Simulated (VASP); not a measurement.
# La (P6_3/mmc) in VASP: equation of state, part 2 of 2

VASP 6.6.1. The steps go on from the part before.

**4. Equation of state, PBE, 36.22 Å³/atom (volume scaled by 0.98)**

INCAR

```
SYSTEM = La
  PREC = Accurate
  ENCUT = 520
  EDIFF = 1E-7
  ISMEAR = -1
  SIGMA = 0.05
  LREAL = .False.
  LASPH = .True.
  NELM = 80
  ALGO = Normal
  ISIF = 2
  LWAVE = .False.
  LCHARG = .False.
  GGA = PE
  NBANDS = 18
```

KPOINTS

```
regular mesh
0
Gamma
  8 8 5
  0 0 0
```

POSCAR

```
La
1.0
    3.7248314564      0.0000000000      0.0000000000
   -1.8624157282      3.2257986661      0.0000000000
    0.0000000000      0.0000000000      6.0292605175
La
2
Direct
    0.6666666667      0.3333333333      0.7500000000
    0.3333333333      0.6666666667      0.2500000000
```

Potentials or basis: VASP PAW PBE potentials, release 64 (La).

Run with:

```sh
cat potpaw_PBE.64/La/POTCAR > POTCAR
mpirun -np 1 vasp_std > vasp.out
```

OUTCAR:

```text
SYSTEM = La
   PREC = Accurate
   ENCUT = 520
   EDIFF = 1E-7
   ISMEAR = -1
   LREAL = .False.
   LASPH = .True.
   NELM = 80
   ISIF = 2
   GGA = PE

 ion  position               nearest neighbor table
   1  0.667  0.333  0.750-
   2  0.333  0.667  0.250-

  LATTYP: Found a hexagonal cell.
 ALAT       =     3.7248314564
 C/A-ratio  =     1.6186666667

  Lattice vectors:

 A1 = (   3.7248314564,   0.0000000000,   0.0000000000)
 A2 = (  -1.8624157282,   3.2257986661,   0.0000000000)
 A3 = (   0.0000000000,   0.0000000000,   6.0292605175)

Analysis of symmetry for initial positions (statically):
=====================================================================
 Subroutine PRICEL returns:
 Original cell was already a primitive cell.

 Routine SETGRP: Setting up the symmetry group for a
 hexagonal supercell.

 Subroutine GETGRP returns: Found 24 space group operations
 (whereof 12 operations were pure point group operations)
 out of a pool of 24 trial point group operations.

The static configuration has the point symmetry D_3d.
 The point group associated with its full space group is D_6h.

Analysis of symmetry for dynamics (positions and initial velocities):
=====================================================================
 Subroutine PRICEL returns:
 Original cell was already a primitive cell.

 Routine SETGRP: Setting up the symmetry group for a
 hexagonal supercell.

 Subroutine GETGRP returns: Found 24 space group operations
 (whereof 12 operations were pure point group operations)
 out of a pool of 24 trial point group operations.

The dynamic configuration has the point symmetry D_3d.
 The point group associated with its full space group is D_6h.

 Subroutine INISYM returns: Found 24 space group operations
 (whereof 12 operations are pure point group operations),
 and found     1 'primitive' translations

----------------------------------------------------------------------------------------

                                     Primitive cell

  volume of cell :      72.4449

  direct lattice vectors                    reciprocal lattice vectors
     3.724831456  0.000000000  0.000000000     0.268468523  0.155000374  0.000000000
    -1.862415728  3.225798666  0.000000000     0.000000000  0.310000748  0.000000000
     0.000000000  0.000000000  6.029260518     0.000000000  0.000000000  0.165857819

  length of vectors
     3.724831456  3.724831456  6.029260518     0.310000748  0.310000748  0.165857819

  position of ions in fractional coordinates (direct lattice)
     0.666666667  0.333333333  0.750000000
     0.333333333  0.666666667  0.250000000

  ion indices of the primitive-cell ions
   primitive index   ion index
                 1           1
                 2           2

----------------------------------------------------------------------------------------

 KPOINTS: regular mesh

Automatic generation of k-mesh.
 Grid dimensions read from file:
 generate k-points for:    8    8    5

 Generating k-lattice:

  Cartesian coordinates                     Fractional coordinates (reciprocal lattice)
     0.033558565  0.019375047  0.000000000     0.125000000  0.000000000  0.000000000
     0.000000000  0.038750094  0.000000000     0.000000000  0.125000000  0.000000000
     0.000000000  0.000000000  0.033171564     0.000000000  0.000000000  0.200000000

  Length of vectors
     0.038750094  0.038750094  0.033171564

  Shift w.r.t. Gamma in fractional coordinates (k-lattice)
     0.000000000  0.000000000  0.000000000

 Subroutine IBZKPT returns following result:
 ===========================================

 Found     30 irreducible k-points:

 Following reciprocal coordinates:
            Coordinates               Weight
  0.000000  0.000000  0.000000      1.000000
  0.125000  0.000000  0.000000      6.000000
  0.250000  0.000000  0.000000      6.000000
  0.375000  0.000000  0.000000      6.000000
  0.500000  0.000000  0.000000      3.000000
  0.125000  0.125000  0.000000      6.000000
[... 22 lines left out ...]
  0.250000  0.250000  0.400000     12.000000
  0.375000  0.250000  0.400000     12.000000
   k-points           NKPTS =     30   k-points in BZ     NKDIM =     30   number of bands    NBANDS=     18
   number of dos      NEDOS =    301   number of ions     NIONS =      2
   total plane-waves  NPLWV =  37632
   dimension x,y,z NGX =    28 NGY =   28 NGZ =   48
   dimension x,y,z NGXF=    56 NGYF=   56 NGZF=   96
   ions per type =               2
   NGX,Y,Z   is equivalent  to a cutoff of  12.50, 12.50, 13.24 a.u.
   NGXF,Y,Z  is equivalent  to a cutoff of  24.99, 24.99, 26.47 a.u.
 SYSTEM =  La
   PREC   = accura    normal or accurate (medium, high low for compatibility)
   ISTART =      0    job   : 0-new  1-cont  2-samecut
   ICHARG =      2    charge: 1-file 2-atom 10-const
   ISPIN  =      1    spin polarized calculation?
   LNONCOLLINEAR =      F non collinear calculations
   LSORBIT =      F    spin-orbit coupling
   LASPH  =      T    aspherical Exc in radial PAW
   ENCUT  =  520.0 eV  38.22 Ry    6.18 a.u.   6.93  6.93 11.21*2*pi/ulx,y,z
   NELM   =     80;   NELMIN=  2; NELMDL= -5     # of ELM steps
   EDIFF  = 0.1E-06   stopping-criterion for ELM
   LREAL  =      F    real-space projection
   EDIFFG = 0.1E-05   stopping-criterion for IOM
   NSW    =      0    number of steps for IOM
   IBRION =     -1    ionic relax: 0-MD 1-quasi-New 2-CG
   NFREE  =      0    steps in history (QN), initial steepest desc. (CG)
   ISIF   =      2    stress and relaxation
   ISYM   =      2    0-nonsym 1-usesym 2-fastsym
   POTIM  = 0.5000    time-step for ionic-motion
   TEBEG  =    0.0;   TEEND  =   0.0 temperature during run
   PSTRESS=    0.0 pullay stress
   NELECT =      22.0000    total number of electrons
   NUPDOWN=      -1.0000    fix difference up-down
   EMIN   =  10.00;   EMAX   =-10.00  energy-range for DOS
   EFERMI =   0.00;   METHOD = LEGACY
   ISMEAR =    -1;   SIGMA  =   0.05  broadening in eV -4-tet -1-fermi 0-gaus
   EFERMI_NEDOS =   21; number of points for ismear=-14 and -15
   IALGO  =     38    algorithm
   IMIX   =      4    mixing-type and parameters
     AMIX     =   0.40;   BMIX     =  1.00
     AMIX_MAG =   1.60;   BMIX_MAG =  1.00
  volume/ion in A,a.u.               =      36.22       244.44
  Fermi-wavevector in a.u.,A,eV,Ry     =   1.100389  2.079435 16.474709  1.210857
  Thomas-Fermi vector in A             =   2.236800
   LORBIT       =      0    0 simple, 1 ext, 2 COOP (PROOUT), +10 PAW based schemes
   GGA     = PE    functional components
   LHFCALC =     F    Hartree Fock is set to
   AEXX    =    0.0000 exact exchange contribution
   IVDW    =     0    specifies the selected vdW correction
   LEPSILON=     F    determine dielectric tensor
   LRPA    =     F    only Hartree local field effects (RPA)
 non-spin polarized calculation
  energy-cutoff  :      520.00
  volume of cell :       72.44
 maximum number of plane-waves:      1960
 NGX is ok and might be reduce to    28
   NGX = 13   NGY = 13   NGZ = 23

 number of electron      21.9999998 magnetization

 Free energy of the ion-electron system (eV)
  ---------------------------------------------------
  ext. energy  EPLUGINS =         0.00000000
  ---------------------------------------------------
  free energy    TOTEN  =        -9.70288637 eV

  energy without entropy =       -9.66658495  energy(sigma->0) =       -9.68473566

 E-fermi :   8.0995     XC(G=0):  -9.6635

 val. band max:        8.0660409834   @ k =   0.2500   0.2500   0.4000
 cond. band min:       8.1164303764   @ k =   0.2500   0.0000   0.0000
 fundamental gap:      0.0503893930
 Fermi energy:         8.0994526260

 k-point     1 :       0.0000    0.0000    0.0000
  band No.  band energies     occupation
      1     -24.7312      2.00000
      2     -24.5078      2.00000
      3      -9.1698      2.00000
      4      -7.8832      2.00000
      5      -7.8832      2.00000
      6      -7.6855      2.00000
[... 10 lines left out ...]
     17       9.8058      0.00000
     18       9.9258      0.00000
[... 589 lines left out ...]
 k-point    30 :       0.3750    0.2500    0.4000
  band No.  band energies     occupation
      1     -24.4708      2.00000
      2     -24.4613      2.00000
      3      -8.9308      2.00000
      4      -8.8858      2.00000
      5      -8.5498      2.00000
      6      -8.4218      2.00000
[... 10 lines left out ...]
     17       9.9112      0.00000
     18       9.9220      0.00000

------------------------ aborting loop because EDIFF is reached ----------------------------------------

  FORCE on cell =-STRESS in cart. coord.  units (eV):
  Direction    XX          YY          ZZ          XY          YZ          ZX
  --------------------------------------------------------------------------------------
  -------------------------------------------------------------------------------------
  Total        0.6326699      0.6326699      0.5062962      0.0000000      0.0000000      0.0000000
  in kB       13.9920018     13.9920018     11.1971460      0.0000000      0.0000000      0.0000000
  external PRESSURE =      13.0603832 kB  Pullay stress =       0.0000000 kB

 VOLUME and BASIS-vectors are now :
 -----------------------------------------------------------------------------
  energy-cutoff  :      520.00
  volume of cell :       72.44
      direct lattice vectors                 reciprocal lattice vectors
     3.724831456  0.000000000  0.000000000     0.268468523  0.155000374  0.000000000
    -1.862415728  3.225798666  0.000000000     0.000000000  0.310000748  0.000000000
     0.000000000  0.000000000  6.029260518     0.000000000  0.000000000  0.165857819

 POSITION                                       TOTAL-FORCE (eV/Angst)
 -----------------------------------------------------------------------------------
      1.86242      1.07527      4.52195         0.000000      0.000000      0.000000
     -0.00000      2.15053      1.50732         0.000000     -0.000000      0.000000
 -----------------------------------------------------------------------------------
    total drift:                               -0.000000      0.000000     -0.000000

  FREE ENERGIE OF THE ION-ELECTRON SYSTEM (eV)
  ---------------------------------------------------
  free  energy   TOTEN  =        -9.7028863727 eV

  energy  without entropy=       -9.6665849509  energy(sigma->0) =       -9.68473566
```

stdout:

```text
POSCAR found type information on POSCAR La
 POSCAR found :  1 types and       2 ions
 scaLAPACK will be used
 LDA part: xc-table for (Slater+PW92), standard interpolation
 POSCAR, INCAR and KPOINTS ok, starting setup
 FFT: planning ... GRIDC
 FFT: planning ... GRID_SOFT
 FFT: planning ... GRID
 WAVECAR not read
 entering main loop
```

Wall time 96 s (1 thread of AMD EPYC 7R43 (Zen 3), shared host); peak memory 0.16 GiB.

What came out:

| Property | Result |
| --- | --- |
| Free energy | -9.7029 eV |
| Pressure | 1.3 GPa |
| Band gap on the k mesh | none (metal or under the smearing width) |

**5. Equation of state, PBE, 37.70 Å³/atom (volume scaled by 1.02)**

INCAR

```
PREC     = Accurate       # precision mode
ENCUT    = 520            # plane-wave cutoff, eV
EDIFF    = 1E-7           # SCF threshold, eV
ISMEAR   = -1             # smearing method
SIGMA    = 0.05           # smearing width, eV
LREAL    = F              # projectors in reciprocal space
LASPH    = T              # aspherical terms in the spheres
NELM     = 60             # most SCF steps
ALGO     = Normal         # electronic algorithm
ISIF     = 2              # what is computed and relaxed
LWAVE    = F              # write WAVECAR
LCHARG   = F              # write CHGCAR
GGA      = PE             # functional
NBANDS   = 18             # bands
```

KPOINTS

```
regular mesh
0
Gamma
  8 8 5
```

POSCAR

```
La
1.0
    3.7748351609      0.0000000000      0.0000000000
   -1.8874175804      3.2691031444      0.0000000000
    0.0000000000      0.0000000000      6.1101998470
La
2
Direct
    0.6666666667      0.3333333333      0.7500000000
    0.3333333333      0.6666666667      0.2500000000
```

Run with:

```sh
cat potpaw_PBE.64/La/POTCAR > POTCAR
mpirun -np 1 vasp_std > vasp.out
```

Run time: 94 s. Hardware: 1 thread of AMD EPYC 7R43 (Zen 3), shared host; peak memory 0.17 GiB.

The run converged. Its results:

| Property | Result |
| --- | --- |
| Free energy | -9.7172 eV |
| Pressure | 0.2 GPa |
| Band gap on the k mesh | none (metal or under the smearing width) |

**6. Equation of state, PBE, 38.44 Å³/atom (volume scaled by 1.04)**

INCAR

```
PREC = Accurate
ENCUT = 520
EDIFF = 1E-7
ISMEAR = -1
SIGMA = 0.05
LREAL = F
LASPH = T
NELM = 60
ALGO = Normal
ISIF = 2
LWAVE = F
LCHARG = F
GGA = PE
NBANDS = 18
```

KPOINTS is that of step 5.

POSCAR

```
La
1.0
    3.7993477643      0.0000000000      0.0000000000
   -1.8996738822      3.2903316817      0.0000000000
    0.0000000000      0.0000000000      6.1498775812
La
2
Direct
    0.6666666667      0.3333333333      0.7500000000
    0.3333333333      0.6666666667      0.2500000000
```

Potentials or basis: VASP PAW PBE potentials, release 64 (La).

Run with:

```sh
cat potpaw_PBE.64/La/POTCAR > POTCAR
mpirun -np 1 vasp_std > vasp.out
```

It took 84 s on 1 thread of AMD EPYC 7R43 (Zen 3), shared host; peak memory 0.17 GiB.

The run converged. Its results:

| Item | Value |
| --- | --- |
| Free energy | -9.7170 eV |
| Pressure | -0.3 GPa |
| Band gap on the k mesh | none (metal or under the smearing width) |

**7. Equation of state, PBE, 39.18 Å³/atom (volume scaled by 1.06)**

INCAR

```
PREC = Accurate
ENCUT = 520
EDIFF = 1E-7
ISMEAR = -1
SIGMA = 0.05
LREAL = False
LASPH = True
NELM = 100
ALGO = Normal
ISIF = 2
LWAVE = False
LCHARG = False
GGA = PE
NBANDS = 18
```

KPOINTS

```
Automatic mesh
0
Gamma
  8 8 5
```

POSCAR

```
La
1.0
    3.8235480841      0.0000000000      0.0000000000
   -1.9117740420      3.3112897734      0.0000000000
    0.0000000000      0.0000000000      6.1890498321
La
2
Direct
    0.6666666667      0.3333333333      0.7500000000
    0.3333333333      0.6666666667      0.2500000000
```

Run with:

```sh
cat potpaw_PBE.64/La/POTCAR > POTCAR
mpirun -np 1 vasp_std > vasp.out
```

Run time: 72 s. Hardware: 1 thread of AMD EPYC 7R43 (Zen 3), shared host; peak memory 0.17 GiB.

Results (log left out):

* Free energy: -9.7123 eV
* Pressure: -0.8 GPa
* Band gap on the k mesh: none (metal or under the smearing width)

**8. Equation of state, PBE**

Potentials or basis: VASP PAW PBE potentials, release 64 (La).

This step only gathers the single runs of the series.

What came out:

| Item | Value |
| --- | --- |
| Equilibrium volume | 38.04 Å³/atom (rough: see the caveat) |
| Bulk modulus at fixed shape and positions | 26 GPa (rough) |

Energy against volume, from the lowest point:
```tsv
volume (Å³/atom)	energy (meV/atom)
34.744	24.76
35.483	14.61
36.222	7.15
36.962	2.31
37.701	0.00
38.440	0.09
39.179	2.45
```

Caveat: the fit is doubtful: noisy points or a state that changes with volume; the cell was scaled at fixed shape and fractional positions, which overstates the stiffness of a crystal with free parameters, most of all of layers and chains. The run has no spin-orbit coupling, so splittings on La are missing.
